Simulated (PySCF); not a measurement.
Species: C7H8O.
SMILES with atom numbers: `[OH:1][CH2:2][c:3]1[cH:4][cH:5][cH:6][cH:7][cH:8]1` (hydrogens: H9 on O1; H10, H11 on C2; H12 on C4; H13 on C5; H14 on C6; H15 on C7; H16 on C8)

Structure optimised with GFN2-xTB, isolated species.

**Question.** Give the optimised bond lengths and angles.

**Answer.** 
```json
{"bond": "O1–C2", "length (pm)": "141.5"}
{"bond": "C2–C3", "length (pm)": "150.8"}
{"bond": "C3–C4, C3–C8", "length (pm)": "138.9"}
{"bond": "C4–C5, C7–C8", "length (pm)": "138.4"}
{"bond": "C5–C6, C6–C7", "length (pm)": "138.5"}
{"bond": "O1–H9", "length (pm)": "96.4"}
{"bond": "C2–H10, C2–H11", "length (pm)": "109.6"}
{"bond": "C4–H12, C8–H16", "length (pm)": "108.1"}
{"bond": "C5–H13, C7–H15", "length (pm)": "108.0"}
{"bond": "C6–H14", "length (pm)": "108.0"}
```

Bonds in one row agree within 1 pm and their mean is given. A selection of angles:
```json
{"angle": "C2–O1–H9", "degrees": "108.6"}
{"angle": "O1–C2–C3", "degrees": "111.8"}
{"angle": "O1–C2–H10", "degrees": "110.1"}
{"angle": "O1–C2–H11", "degrees": "105.3"}
{"angle": "C3–C2–H10", "degrees": "110.0"}
{"angle": "C3–C2–H11", "degrees": "110.8"}
{"angle": "H10–C2–H11", "degrees": "108.7"}
{"angle": "C2–C3–C4", "degrees": "120.6"}
{"angle": "C2–C3–C8", "degrees": "120.2"}
{"angle": "C4–C3–C8", "degrees": "119.1"}
{"angle": "C3–C4–C5", "degrees": "120.5"}
{"angle": "C3–C4–H12", "degrees": "119.3"}
{"angle": "C5–C4–H12", "degrees": "120.2"}
{"angle": "C4–C5–C6", "degrees": "120.1"}
{"angle": "C4–C5–H13", "degrees": "119.8"}
{"angle": "C6–C5–H13", "degrees": "120.1"}
{"angle": "C5–C6–C7", "degrees": "119.8"}
{"angle": "C5–C6–H14", "degrees": "120.2"}
{"angle": "C3–C8–C7", "degrees": "120.5"}
```

Dihedral angles: O1–C2–C3–C4 -88° (synclinal); H9–O1–C2–C3 -53° (synclinal). The mirror-image conformer, all signs reversed, is as good.

O1 (alcohol oxygen) is bent (angle 108.6°). The C–C distances run from 1.384 Å (C4–C5, aromatic) to 1.508 Å (C2–C3, drawn single), a spread of 0.124 Å. The 6-membered ring C3–C4–C5–C6–C7–C8 has internal angles of 119.1° to 120.5° (sum 720°, against 720° for a flat polygon); it is planar, 0.00 Å rms from its mean plane, widest ring torsion 0°. Of the pairs four or more bonds apart, H11···H12 is among the closest relative to their van der Waals radii: 2.45 Å, 102 % of the sum of Bondi's values.

GFN2-xTB frequencies: not computed here. One conformer, not necessarily the lowest (H–O1–C2–C3 -53°, O1–C2–C3–C4 -88°).
